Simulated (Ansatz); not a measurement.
# AgBr (Fm-3m) under several functionals

**Measured values to compare with.**

From a printed reference work, data compilation, for a bulk crystal of AgBr at 299.15 K: lattice constant a 5.7745 Å.

Plane-wave DFT in Ansatz with scalar-relativistic PAW potentials. The same structure was relaxed (cell and atoms, symmetry kept) in separate runs at each level. No spin polarisation.

```tsv
level	cutoff (eV)	k mesh	V (Å³/atom)	a (Å)	gap (eV)
PBEsol	420	10×10×10	22.834	5.674	0.50
r2SCAN	500	8×8×8	24.197	5.785	1.29
PBE	420	8×8×8	24.922	5.842	0.69
```

**Question.** Where does LDA (420 eV, k mesh 12×12×12) fall?

**Answer.** V (Å³/atom) 21.768, a (Å) 5.584, gap (eV) 0.38. Its volume is the smallest of the set. The usual order of volumes, LDA < PBEsol < PBE, holds here (21.768, 22.834, 24.922 Å³/atom). As a rule LDA overbinds; PBEsol, built on the gradient expansion of slowly varying densities, lies between LDA and PBE; PBE's stronger gradient term for exchange weakens bonds. r2SCAN lies 2.9 % under PBE in volume. Each gap belongs to its own cell, so it mixes the functional's effect with that of the volume; gaps are the least found on the k mesh or on a band path.

For PBE: A measured lattice constant a of AgBr is 5.7745 Å (299.15 K; a printed reference work, data compilation); the calculated 5.842 Å misses it by +1.2 %. The calculations are for 0 K without zero-point motion.